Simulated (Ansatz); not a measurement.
# BeSe: response to strain

BeSe is deformed so: zz strain of +2 %. What stress and forces result, by LAPW, PAW and all-electron datasets made for the crystal?

Method: DFT LDA, scalar-relativistic, in Ansatz 0.2.0.

2 further runs of the same task are left out: 2 set aside as unsound or not needed.

## (1) The starting structure

It takes space group F-43m (No. 216, cubic). The conventional cell has a = 5.070 Å, b = 5.070 Å, c = 5.070 Å, α = 90.00°, β = 90.00°, γ = 90.00°. Be (site symmetry -43m) is surrounded by 4 Se at 2.20 Å. Se (site symmetry -43m) is surrounded by 4 Be at 2.20 Å.

Structure file:

```
CELL_PARAMETERS angstrom
0.00000 2.53500 2.53500
2.53500 0.00000 2.53500
2.53500 2.53500 0.00000
ATOMIC_POSITIONS crystal
Be 0.00000 0.00000 0.00000
Se 0.75000 0.75000 0.75000
```

Atoms are numbered in the order of the input: Be1, Se2.

## (2) After the deformation

Space group F-43m before, I-4m2 after.

## (3) LAPW, all electrons

input.yaml reads:

```yaml
crystal:
  lattice:
    - [0.0, 2.535, 2.5857]
    - [2.535, 0.0, 2.5857]
    - [2.535, 2.535, 0.0]
  atoms:
    - { symbol: Be, position: [0.0, 0.0, 0.0] }
    - { symbol: Se, position: [0.75, 0.75, 0.75] }
kpoints:
  mp_grid: { grid: [10, 10, 10] }
  band_path:
    path:
      - [0.0, 0.0, 0.0]
      - [0.5, 0.0, 0.5]
      - [0.75, 0.25, 0.5]
      - [0.5, 0.5, 0.5]
      - [0.0, 0.0, 0.0]
      - [0.5, 0.5, 0.0]
      - [0.6298539023, 0.6298539023, 0.2597078047]
      - [0.3701460977, 0.3701460977, 0.7402921953]
      - [0.0, 0.0, 0.0]
    npoints: 5
scf:
  occupations: { method: fermi_dirac, width: 0.02 }
hamiltonian:
  xc: lda
  pseudopotentials: { kind: all_electron, lapw: { basis_error: 0.001 } }
output:
  forces: true
  stress: true
  eigenvalues: true
```

The run is started by

```
$ ansatz run input.yaml --threads 1 --pin off --max-ram 3072MiB --backend cpu --events-out ev --progress --plain --runs-dir out
```

## (4) Frozen-core PAW

input.yaml reads:

```yaml
crystal:
  lattice:
    - [0.0, 2.535, 2.5857]
    - [2.535, 0.0, 2.5857]
    - [2.535, 2.535, 0.0]
  atoms:
    - { symbol: Be, position: [0.0, 0.0, 0.0] }
    - { symbol: Se, position: [0.75, 0.75, 0.75] }
kpoints:
  mp_grid: { grid: [10, 10, 10] }
scf:
  occupations: { method: fermi_dirac, width: 0.02 }
hamiltonian:
  xc: lda
  pseudopotentials: { kind: paw }
output:
  forces: true
  stress: true
  eigenvalues: true
  efg: { contact_densities: true }
```

## (5) Datasets made for this crystal

input.yaml, as its differences from that of step 4:

```diff
@@ -14,3 +14,3 @@
   xc: lda
-  pseudopotentials: { kind: paw }
+  pseudopotentials: { kind: all_electron, datasets: crystal }
 output:
```

(Steps that only read results are left out.)

What does the calculation give? Wanted: pressure; largest shear or deviatoric stress.

**Answer**, as computed:

```
                                 quantity                                              value
                                 pressure  LAPW -1.07, PAW -1.07, crystal datasets -1.07 GPa
largest shear or deviatoric stress (LAPW)                                           1.11 GPa
```

**Reading.** Against the undeformed cell the largest change of stress is -2.75 GPa, in the zz component, with the atoms carried along and not relaxed. PAW: stress within 0.01 GPa of LAPW. Crystal datasets: stress within 0.01 GPa of LAPW.
